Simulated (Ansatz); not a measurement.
# SnO₂ (Pnnm), an elastic constant from a strain scan

All numbers below come from DFT PBE, scalar-relativistic, plane waves, PAW (Ansatz 0.2.0). Settings: plane waves to 420 eV, k-mesh 6×6×8 (Γ-centred), Gaussian smearing 0.05 eV. No spin polarisation. Energies are free energies at this smearing, counted from the undisturbed cell; pressure is positive in compression.

The starting cell (relaxed at this level):

```
CELL_PARAMETERS angstrom
4.82652 0.00000 0.00000
0.00000 4.82837 0.00000
0.00000 0.00000 3.23817
ATOMIC_POSITIONS crystal
Sn 0.50000 0.50000 0.50000
Sn 0.00000 0.00000 0.00000
O 0.30650 0.30666 0.00000
O 0.80650 0.19334 0.50000
O 0.19350 0.80666 0.50000
O 0.69350 0.69334 0.00000
```

The cell is strained by ε times the Voigt pattern (1, -1, 0, 0, 0, 0) (xx, yy, zz, yz, xz, xy; engineering shear) with fractional coordinates fixed. The cell holds 6 atoms in V0 = 75.46 Å³. The stress column is τ = (1/V0) dE/dε, got from the stress tensor σ (compression positive) at each point as −det(1 + εP) σ : P(1 + εP)⁻¹, with P the pattern as a tensor.

| ε | ΔE (meV/atom) | τ (GPa) |
| --- | --- | --- |
| -0.0450 | 12.909 | -7.330 |
| -0.0300 | 5.761 | -4.867 |
| -0.0150 | 1.425 | -2.440 |
| 0.0000 | 0.000 | -0.024 |
| 0.0150 | 1.365 | 2.391 |
| 0.0300 | 5.649 | 4.820 |
| 0.0450 | 12.737 | 7.284 |
| 0.0525 | 17.399 | 8.537 |
| 0.0600 | ? | ? |

**Question.** Which combination of elastic constants does this scan measure, and how large is it?

**Answer.** For small ε, τ = τ0 + Kε with K = pᵀCp, which for this pattern is C11 + C22 − 2 C12 in the Cartesian frame shown. The parabola through τ at ε = -0.0150, 0 and 0.0150 has slope K = 161 GPa at zero. The energies per cell, E = NΔE, of the same two points give K = 2[E(ε₊)/ε₊ − E(ε₋)/ε₋]/[(ε₊ − ε₋)V0] = 158 GPa, in agreement. These are clamped-ion values.

**Question.** Predict the withheld row at ε = 0.0600 from the harmonic law, and compare.

**Answer.** ΔE = V0(τ0 ε + Kε²/2)/N = 22.640 meV/atom and τ = 9.64 GPa. The calculation gives 22.786 meV/atom and 9.81 GPa, a miss of 0.6 % of the harmonic energy, so the harmonic law still holds here.

Forces appear on the atoms along this scan, and letting them relax would lower the energy and soften the response.

Cost: 10 runs of about 1.8 core-minutes in all, on Arm Neoverse V2 (shared hosts).